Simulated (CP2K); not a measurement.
Runs of CP2K 2026.2 on Rh. The structure is cubic, space group Fm-3m (No. 225). Conventional cell: a = 3.796 Å, b = 3.796 Å, c = 3.796 Å, α = 90.00°, β = 90.00°, γ = 90.00°. Around Rh (site symmetry m-3m) lie 12 Rh at 2.68 Å. 

```csv
task,level,potentials or basis,cell,smearing,EPS_DEFAULT,NGRIDS,basis sets,potentials,points a segment of the path (NPOINTS),gap on the mesh (eV),pressure (GPa)
band structure,TB-mBJ,POTENTIAL_UZH Rh GTH-PBE-q17; TZVP-MOLOPT-PBE-GTH basis,as given,fermi-dirac 0.01 eV,1.0E-10,5,Rh TZVP-MOLOPT-PBE-GTH-q17,Rh GTH-PBE-q17 of POTENTIAL_UZH,6,none,-
single point,PBE,POTENTIAL_UZH Rh GTH-PBE-q17; TZVP-MOLOPT-PBE-GTH basis,as given,fermi-dirac 0.05 eV,1.0E-10,4,Rh TZVP-MOLOPT-PBE-GTH-q17,Rh GTH-PBE-q17 of POTENTIAL_UZH,-,none,9.7
band structure,r2SCAN,POTENTIAL_UZH Rh GTH-SCAN-q17; TZVP-MOLOPT-SCAN-GTH basis,as given,fermi-dirac 0.01 eV,1.0E-9,4,Rh TZVP-MOLOPT-SCAN-GTH-q17,Rh GTH-SCAN-q17 of POTENTIAL_UZH,8,none,13.9
single point,BLYP,GTH_POTENTIALS Rh GTH-BLYP-q17; TZVP-MOLOPT-PBE-GTH basis,cell strained at random at fixed volume,methfessel-paxton 0.1 eV,1.0E-10,4,Rh TZVP-MOLOPT-PBE-GTH-q17,Rh GTH-BLYP-q17 of GTH_POTENTIALS,-,none,(a)
```

Alike in all rows: no spin polarisation; k mesh 12 × 12 × 12.

Problem. Estimate the missing entries.

Solution. (a) 21.8.

Caveats: the basis of atomic orbitals isn't converged, which shifts pressures, moduli and gaps; the potentials were made for another functional, which shifts forces and pressure (some runs); this is a model potential without an energy functional, so only levels have meaning (some runs); so large a pressure means that the cell lies far from this level's equilibrium, or that cutoff or potentials fall short (some runs).

A k mesh can miss the band edges, and the runs leave out spin-orbit coupling on Rh.

A gap of «none» marks a metal or a gap under the smearing width.

Not every run made on this cell is shown here.
